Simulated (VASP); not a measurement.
# InAs (F-43m) in VASP: further runs, part 2 of 2

VASP 6.6.1. The steps go on from the part before.

## Step 3: Band structure, r2SCAN

This run uses another cell than the first one, of 28.47 Å³/atom, 0.977 times its volume.

Input file INCAR:

```
SYSTEM = InAs
ALGO = Normal
EDIFF = 1E-7
ENCUT = 520
ISIF = 2
ISMEAR = 0
LASPH = .TRUE.
LCHARG = .FALSE.
LMIXTAU = .TRUE.
LREAL = .FALSE.
LWAVE = .FALSE.
METAGGA = R2SCAN
NELM = 60
PREC = Accurate
SIGMA = 0.02
```

Input file KPOINTS:

```
k-points
0
G
  9 9 9
  0 0 0
```

Input file POSCAR:

```
InAs                                    
1.0
    0.0000000000      3.0535616600      3.0535616600
    3.0535616600      0.0000000000      3.0535616600
    3.0535616600      3.0535616600      0.0000000000
  In              As            
     1     1
Direct
     0.0000000000000000    0.0000000000000000    0.0000000000000000
     0.7500000000000000    0.7500000000000000    0.7500000000000000
```

Input file KPOINTS_OPT:

```
path GXWKGLUWLK,UX
10
line-mode
reciprocal
 0.0000000000  0.0000000000  0.0000000000  G
 0.5000000000  0.0000000000  0.5000000000  X

 0.5000000000  0.0000000000  0.5000000000  X
 0.5000000000  0.2500000000  0.7500000000  W

 0.5000000000  0.2500000000  0.7500000000  W
 0.3750000000  0.3750000000  0.7500000000  K

 0.3750000000  0.3750000000  0.7500000000  K
 0.0000000000  0.0000000000  0.0000000000  G

 0.0000000000  0.0000000000  0.0000000000  G
 0.5000000000  0.5000000000  0.5000000000  L

 0.5000000000  0.5000000000  0.5000000000  L
 0.6250000000  0.2500000000  0.6250000000  U

 0.6250000000  0.2500000000  0.6250000000  U
 0.5000000000  0.2500000000  0.7500000000  W

 0.5000000000  0.2500000000  0.7500000000  W
 0.5000000000  0.5000000000  0.5000000000  L

 0.5000000000  0.5000000000  0.5000000000  L
 0.3750000000  0.3750000000  0.7500000000  K

 0.6250000000  0.2500000000  0.6250000000  U
 0.5000000000  0.0000000000  0.5000000000  X
```

Potentials or basis: VASP PAW PBE potentials, release 64 (In_d, As).

On the command line:

```
cat potpaw_PBE.64/In_d/POTCAR potpaw_PBE.64/As/POTCAR > POTCAR
mpirun -np 1 vasp_std > vasp.out
```

OUTCAR:

```text
SYSTEM = InAs
   EDIFF = 1E-7
   ENCUT = 520
   ISIF = 2
   ISMEAR = 0
   LASPH = .TRUE.
   LREAL = .FALSE.
   METAGGA = R2SCAN
   NELM = 60
   PREC = Accurate

 ion  position               nearest neighbor table
   1  0.000  0.000  0.000-   2 2.64   2 2.64   2 2.64   2 2.64
   2  0.750  0.750  0.750-   1 2.64   1 2.64   1 2.64   1 2.64

  LATTYP: Found a face centered cubic cell.
 ALAT       =     6.1071233200

  Lattice vectors:

 A1 = (   0.0000000000,   3.0535616600,   3.0535616600)
 A2 = (   3.0535616600,   0.0000000000,   3.0535616600)
 A3 = (   3.0535616600,   3.0535616600,   0.0000000000)

Analysis of symmetry for initial positions (statically):
=====================================================================
 Subroutine PRICEL returns:
 Original cell was already a primitive cell.

 Routine SETGRP: Setting up the symmetry group for a
 face centered cubic supercell.

 Subroutine GETGRP returns: Found 24 space group operations
 (whereof 24 operations were pure point group operations)
 out of a pool of 48 trial point group operations.

The static configuration has the point symmetry T_d .

Analysis of symmetry for dynamics (positions and initial velocities):
=====================================================================
 Subroutine PRICEL returns:
 Original cell was already a primitive cell.

 Routine SETGRP: Setting up the symmetry group for a
 face centered cubic supercell.

 Subroutine GETGRP returns: Found 24 space group operations
 (whereof 24 operations were pure point group operations)
 out of a pool of 48 trial point group operations.

The dynamic configuration has the point symmetry T_d .

 Subroutine INISYM returns: Found 24 space group operations
 (whereof 24 operations are pure point group operations),
 and found     1 'primitive' translations

----------------------------------------------------------------------------------------

                                     Primitive cell

  volume of cell :      56.9443

  direct lattice vectors                    reciprocal lattice vectors
     0.000000000  3.053561660  3.053561660    -0.163743214  0.163743214  0.163743214
     3.053561660  0.000000000  3.053561660     0.163743214 -0.163743214  0.163743214
     3.053561660  3.053561660  0.000000000     0.163743214  0.163743214 -0.163743214

  length of vectors
     4.318388313  4.318388313  4.318388313     0.283611566  0.283611566  0.283611566

  position of ions in fractional coordinates (direct lattice)
     0.000000000  0.000000000  0.000000000
     0.750000000  0.750000000  0.750000000

  ion indices of the primitive-cell ions
   primitive index   ion index
                 1           1
                 2           2

----------------------------------------------------------------------------------------

 KPOINTS: k-points

Automatic generation of k-mesh.
 Grid dimensions read from file:
 generate k-points for:    9    9    9

 Generating k-lattice:

  Cartesian coordinates                     Fractional coordinates (reciprocal lattice)
    -0.018193690  0.018193690  0.018193690     0.111111111  0.000000000  0.000000000
     0.018193690 -0.018193690  0.018193690     0.000000000  0.111111111  0.000000000
     0.018193690  0.018193690 -0.018193690     0.000000000  0.000000000  0.111111111

  Length of vectors
     0.031512396  0.031512396  0.031512396

  Shift w.r.t. Gamma in fractional coordinates (k-lattice)
[... 38 lines left out ...]
   dimension x,y,z NGXF=    64 NGYF=   64 NGZF=   64
   ions per type =               1   1
   NGX,Y,Z   is equivalent  to a cutoff of  12.32, 12.32, 12.32 a.u.
   NGXF,Y,Z  is equivalent  to a cutoff of  24.64, 24.64, 24.64 a.u.
 SYSTEM =  InAs
   PREC   = accura    normal or accurate (medium, high low for compatibility)
   ISTART =      0    job   : 0-new  1-cont  2-samecut
   ICHARG =      2    charge: 1-file 2-atom 10-const
   ISPIN  =      1    spin polarized calculation?
   LNONCOLLINEAR =      F non collinear calculations
   LSORBIT =      F    spin-orbit coupling
   LASPH  =      T    aspherical Exc in radial PAW
   ENCUT  =  520.0 eV  38.22 Ry    6.18 a.u.   8.03  8.03  8.03*2*pi/ulx,y,z
   NELM   =     60;   NELMIN=  2; NELMDL= -5     # of ELM steps
   EDIFF  = 0.1E-06   stopping-criterion for ELM
   LREAL  =      F    real-space projection
   EDIFFG = 0.1E-05   stopping-criterion for IOM
   NSW    =      0    number of steps for IOM
   IBRION =     -1    ionic relax: 0-MD 1-quasi-New 2-CG
   NFREE  =      0    steps in history (QN), initial steepest desc. (CG)
   ISIF   =      2    stress and relaxation
   ISYM   =      2    0-nonsym 1-usesym 2-fastsym
   POTIM  = 0.5000    time-step for ionic-motion
   TEBEG  =    0.0;   TEEND  =   0.0 temperature during run
   PSTRESS=    0.0 pullay stress
   NELECT =      18.0000    total number of electrons
   NUPDOWN=      -1.0000    fix difference up-down
   EMIN   =  10.00;   EMAX   =-10.00  energy-range for DOS
   EFERMI =   0.00;   METHOD = LEGACY
   ISMEAR =     0;   SIGMA  =   0.02  broadening in eV -4-tet -1-fermi 0-gaus
   EFERMI_NEDOS =   21; number of points for ismear=-14 and -15
   IALGO  =     38    algorithm
   IMIX   =      4    mixing-type and parameters
     AMIX     =   0.40;   BMIX     =  1.00
     AMIX_MAG =   1.60;   BMIX_MAG =  1.00
  volume/ion in A,a.u.               =      28.47       192.14
  Fermi-wavevector in a.u.,A,eV,Ry     =   1.115190  2.107404 16.920877  1.243649
  Thomas-Fermi vector in A             =   2.251793
   LORBIT       =      0    0 simple, 1 ext, 2 COOP (PROOUT), +10 PAW based schemes
   METAGGA = R2SCAN    functional components
   LHFCALC =     F    Hartree Fock is set to
   AEXX    =    0.0000 exact exchange contribution
   IVDW    =     0    specifies the selected vdW correction
   LEPSILON=     F    determine dielectric tensor
   LRPA    =     F    only Hartree local field effects (RPA)
 non-spin polarized calculation
 Gauss-broadening in eV      SIGMA  =   0.02
  energy-cutoff  :      520.00
  volume of cell :       56.94
 maximum number of plane-waves:      1550
   NGX = 17   NGY = 17   NGZ = 17

 number of electron      17.9999995 magnetization

 Free energy of the ion-electron system (eV)
  ---------------------------------------------------
  ext. energy  EPLUGINS =         0.00000000
  ---------------------------------------------------
  free energy    TOTEN  =       -38.06050974 eV

  energy without entropy =      -38.06050920  energy(sigma->0) =      -38.06050947

 E-fermi :   4.0214     XC(G=0):  -9.5208

 val. band max:        3.9762388817   @ k =   0.0000   0.0000   0.0000
 cond. band min:       4.0618263122   @ k =   0.0000   0.0000   0.0000
 fundamental gap:      0.0855874305
 Fermi energy:         4.0213813193

 k-point     1 :       0.0000    0.0000    0.0000
  band No.  band energies     occupation
      1     -10.8185      2.00000
      2     -10.8185      2.00000
      3     -10.8185      2.00000
      4     -10.6837      2.00000
      5     -10.6837      2.00000
      6      -8.1304      2.00000
      7       3.9762      1.99859
      8       3.9762      1.99859
      9       3.9762      1.99859
     10       4.0618      0.00424
     11       8.2333      0.00000
     12       8.2333      0.00000
     13       8.2333      0.00000
[... 354 lines left out ...]
  band No.  band energies     occupation
      1     -10.9932      2.00000
      2     -10.7418      2.00000
      3     -10.7418      2.00000
      4     -10.7179      2.00000
      5     -10.6622      2.00000
      6      -6.2403      2.00000
      7      -1.6861      2.00000
      8       1.7299      2.00000
      9       1.7299      2.00000
     10       5.8734      0.00000
     11       6.3969      0.00000
     12      13.2898      0.00000
     13      13.3761      0.00000

 [... further k-points ...]

------------------------ aborting loop because EDIFF is reached ----------------------------------------

  FORCE on cell =-STRESS in cart. coord.  units (eV):
  Direction    XX          YY          ZZ          XY          YZ          ZX
  --------------------------------------------------------------------------------------
  -------------------------------------------------------------------------------------
  Total        0.0114315      0.0114315      0.0114315      0.0000000     -0.0000000     -0.0000000
  in kB        0.3216358      0.3216358      0.3216358      0.0000000     -0.0000000     -0.0000000
  external PRESSURE =       0.3216358 kB  Pullay stress =       0.0000000 kB

 VOLUME and BASIS-vectors are now :
 -----------------------------------------------------------------------------
  energy-cutoff  :      520.00
  volume of cell :       56.94
      direct lattice vectors                 reciprocal lattice vectors
     0.000000000  3.053561660  3.053561660    -0.163743214  0.163743214  0.163743214
     3.053561660  0.000000000  3.053561660     0.163743214 -0.163743214  0.163743214
     3.053561660  3.053561660  0.000000000     0.163743214  0.163743214 -0.163743214

 POSITION                                       TOTAL-FORCE (eV/Angst)
 -----------------------------------------------------------------------------------
      0.00000      0.00000      0.00000         0.000000      0.000000      0.000000
      4.58034      4.58034      4.58034        -0.000000     -0.000000     -0.000000
 -----------------------------------------------------------------------------------
    total drift:                                0.000002      0.000002      0.000002

  FREE ENERGIE OF THE ION-ELECTRON SYSTEM (eV)
  ---------------------------------------------------
  free  energy   TOTEN  =       -38.0605097403 eV

  energy  without entropy=      -38.0605091964  energy(sigma->0) =      -38.06050947
```

Run time: 1.9 min. Hardware: 1 thread of Intel Xeon Platinum 8488C (Sapphire Rapids), shared host; peak memory 0.19 GiB.

Results:

```
Free energy             : -38.0605 eV
Pressure                : 0.0 GPa
Band gap on the k mesh  : 0.09 eV, direct
Band gap along the path : 0.09 eV, direct
```

Levels at the corners of the path, in eV from the valence-band top:
```
point  band 6  band 7  band 8  band 9  band 10  band 11  band 12  band 13
    Γ  -12.11    0.00    0.00    0.00     0.09     4.26     4.26     4.26
    X  -10.12   -5.81   -2.29   -2.29     1.87     2.34     9.65     9.73
    X  -10.12   -5.81   -2.29   -2.29     1.87     2.34     9.65     9.73
    W  -10.07   -5.66   -2.91   -2.81     4.47     4.58     5.41     6.48
    W  -10.07   -5.66   -2.91   -2.81     4.47     4.58     5.41     6.48
    K  -10.14   -5.67   -3.21   -1.92     2.42     4.56     7.74     7.81
    K  -10.14   -5.67   -3.21   -1.92     2.42     4.56     7.74     7.81
    Γ  -12.11    0.00    0.00    0.00     0.09     4.26     4.26     4.26
    Γ  -12.11    0.00    0.00    0.00     0.09     4.26     4.26     4.26
    L  -10.66   -5.73   -0.97   -0.97     1.25     5.03     5.03     7.24
    L  -10.66   -5.73   -0.97   -0.97     1.25     5.03     5.03     7.24
    U  -10.14   -5.67   -3.21   -1.92     2.42     4.56     7.74     7.81
    U  -10.14   -5.67   -3.21   -1.92     2.42     4.56     7.74     7.81
    W  -10.07   -5.66   -2.91   -2.81     4.47     4.58     5.41     6.48
    W  -10.07   -5.66   -2.91   -2.81     4.47     4.58     5.41     6.48
    L  -10.66   -5.73   -0.97   -0.97     1.25     5.03     5.03     7.24
    L  -10.66   -5.73   -0.97   -0.97     1.25     5.03     5.03     7.24
    K  -10.14   -5.67   -3.21   -1.92     2.42     4.56     7.74     7.81
    U  -10.14   -5.67   -3.21   -1.92     2.42     4.56     7.74     7.81
    X  -10.12   -5.81   -2.29   -2.29     1.87     2.34     9.63     9.73
```

Caveat: the PAW data sets were made with another functional, which shifts forces and pressure a little; spin-orbit coupling is left out, which moves the levels of the heavy elements.

## Step 4: How close it comes

Step 3. Measured gap of InAs: 0.418 eV (direct; 4.2 K; a printed reference work, data compilation). This calculation gives 0.09 eV (-0.33 eV). Spin-orbit coupling on As, In is left out. The value is that of r2SCAN, without temperature or zero-point motion. The cell is a database's relaxed one, not the measured one, which moves gaps too.
